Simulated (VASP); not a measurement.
Write the native input for VASP 6.6.1 that does the following.

```yaml
Task: single point
Functional: PBE
Potentials_or_basis: VASP PAW PBE potentials, release 64 (C)
Cutoff: 520 eV
k_mesh: 3 × 3 × 3
Occupations: fermi-dirac, width 0.002 eV
Spin: no spin polarisation
Dipole_correction: no
Further_INCAR_settings: LREAL = Auto; ALGO = Fast; EDIFF = 1e-07; NBANDS = 46
```

The structure of C lies in POSCAR:

```
C
1.0
   -0.0447110000      3.6364590000      3.6090330000
    3.5533970000     -0.0500860000      3.6144080000
    3.5612370000      3.6496750000     -0.0579270000
C
16
Direct
    0.0176587276      0.0195629616     -0.0770028587
    0.1556368652      0.1076327126      0.0557101147
    0.0256214804     -0.0195509538      0.4368195272
    0.1249252763      0.1291791358      0.5656351376
    0.0142648336      0.4845454471     -0.0651303306
    0.1400745694      0.6373895215      0.0676632475
    0.0159232517      0.5192680530      0.4111061417
    0.1308118962      0.6209718747      0.5463801298
    0.5310411684     -0.0257041053     -0.0562781212
    0.6426860287      0.1069054700      0.0858852019
    0.5171793173      0.0075275150      0.4285520327
    0.6634596542      0.1225427919      0.5311414982
    0.5328362945      0.4628502138     -0.0439641949
    0.6701108212      0.5959623660      0.0604763012
    0.5259762306      0.4682468040      0.4592084533
    0.6419733775      0.6028532768      0.5603744560
```

The cell was built by a generator and needn't be a form met in nature.

One way to write it, as run:

INCAR

```
SYSTEM = C
ALGO = Fast
EDIFF = 1E-7
ENCUT = 520
GGA = PE
ISIF = 2
ISMEAR = -1
LASPH = .TRUE.
LCHARG = .FALSE.
LREAL = Auto
LWAVE = .FALSE.
NBANDS = 46
NELM = 100
PREC = Accurate
SIGMA = 0.002
```

KPOINTS

```
k-points
0
G
  3 3 3
  0 0 0
```

Potentials or basis: VASP PAW PBE potentials, release 64 (C).

Run with:

```console
$ cat potpaw_PBE.64/C/POTCAR > POTCAR
$ mpirun -np 1 vasp_std > vasp.out
```

It gave:

| Item | Value |
| --- | --- |
| Pressure | -10.1 GPa |
| Largest force | 5.585 eV/Å |
| Band gap on the k mesh | 2.74 eV, indirect (least direct gap 2.81 eV) |

Caveat: the k mesh is coarse (spacing up to 0.50 Å⁻¹), so the values aren't converged; an odd mesh through Γ misses points on the zone boundary, where band edges often lie; forces of over 1 eV/Å show positions far from the minimum, so gaps and moduli don't describe the material at rest.

Run time: 69 s on 1 thread of Intel(R) Xeon(R) 6975P-C (Granite Rapids), on a shared host, peak memory 0.23 GiB.
